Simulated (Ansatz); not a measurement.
SrF$_{2}$:
```cif
data_F2Sr
_chemical_formula_sum 'Sr1 F2'
_space_group_name_H-M_alt 'P 1'
_space_group_IT_number 1
_cell_length_a 4.14177
_cell_length_b 4.14177
_cell_length_c 4.14177
_cell_angle_alpha 60.000
_cell_angle_beta 60.000
_cell_angle_gamma 60.000
loop_
_space_group_symop_operation_xyz
  'x, y, z'
loop_
_atom_site_label
_atom_site_type_symbol
_atom_site_fract_x
_atom_site_fract_y
_atom_site_fract_z
_atom_site_occupancy
Sr1 Sr 0.00000 0.00000 0.00000 1
F1 F 0.25000 0.25000 0.25000 1
F2 F 0.75000 0.75000 0.75000 1
```

Relaxed with PBE. 

Question: HSE06 on this cell (Ansatz, an electronic-structure program, PAW) gives a gap of 8.82 eV. What does PBE give?

Answer: 6.78 eV.

Cost on shared cores: the PBE run (SCF on a 8×8×8 mesh, then bands and DOS) around 5 core-seconds (rough), the HSE06 run (SCF on 6×6×6, then a few points) roughly 60 core-seconds; the tasks are unlike.

Space group Fm-3m (fluorite). The PBE relaxation kept the symmetry of its start; phonons on a q-mesh show no instability. Scalar-relativistic: spin–orbit coupling is off unless named, which matters more the heavier the elements.

Potentials: the later of the program's two PAW sets.

Ansatz is a plane-wave DFT program.
